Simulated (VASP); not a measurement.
Here is a VASP 6.6.1 calculation.

Contents of INCAR:

```
PREC = Accurate
ENCUT = 400
EDIFF = 1E-6
ISMEAR = 0
SIGMA = 0.01
LREAL = False
LASPH = True
NELM = 100
ALGO = Normal
ISIF = 2
LWAVE = False
LCHARG = False
ISPIN = 2
MAGMOM = 1.1
LORBIT = 11
NUPDOWN = 1
GGA = PE
IVDW = 13
ISYM = 0
```

File KPOINTS:

```
Automatic mesh
0
Gamma
  1 1 1
```

The input POSCAR:

```
H                                       
1.0
   10.5000000000      0.0000000000      0.0000000000
    0.0000000000     11.0000000000      0.0000000000
    0.0000000000      0.0000000000     11.5000000000
  H             
     1
Selective dynamics
Direct
     0.5000000000000000    0.5045454544999970    0.5000000000000000   F   F   F
```

Potentials or basis: VASP PAW PBE potentials, release 64 (H).

Run with:

```bash
$ cat potpaw_PBE.64/H/POTCAR > POTCAR
$ mpirun -np 1 vasp_gam > vasp.out
```

Q: What does it give for the dispersion energy per atom?

A: 0.000 eV.

Caveat: the total moment is fixed, so each spin has its own Fermi level.
